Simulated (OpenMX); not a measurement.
**CuO: equation of state with PBE**

The system is CuO.

```
Cu O
1.0
     0.00000    2.32725    2.32725
     2.32725    0.00000    2.32725
     2.32725    2.32725    0.00000
Cu O
1 1
Direct
  0.00000 0.00000 0.00000
  0.25000 0.25000 0.25000
```

Measurements of this composition are mostly on another form, of space group No. 15.

| Quantity | Value |
| --- | --- |
| Program | OpenMX 3.8.5 |
| Task | equation of state |
| Functional | PBE |
| Potentials or basis | OpenMX 2013 PBE set, Cu6.0H-s2p2d1, O6.0-s2p2, fixed grid of 36 × 36 × 36 points |
| k mesh | 11 × 11 × 11 |
| Occupations | fermi-dirac, width 0.05 eV |
| Spin | no spin polarisation |

```yaml
Equilibrium_volume: "11.65 Å³/atom (rough: see the caveat)"
Bulk_modulus: 138 GPa (rough)
```

Energy against volume, from the lowest point:
```
volume (Å³/atom)  energy (meV/atom)
          11.848               0.00
          12.100               5.43
          12.353              14.75
          12.605              27.44
          12.857              42.70
          13.109              60.68
          13.361              80.97
```

Caveat: the transition metal has a single d function, too few for pressures, volumes and moments; the minimum lies outside the volumes run; volumes in these bases differ from converged ones by about 1 %, for some elements by several; the basis of atomic orbitals isn't converged, which shifts pressures, moduli and gaps; the run has no spin polarisation, though such a crystal can be magnetic.
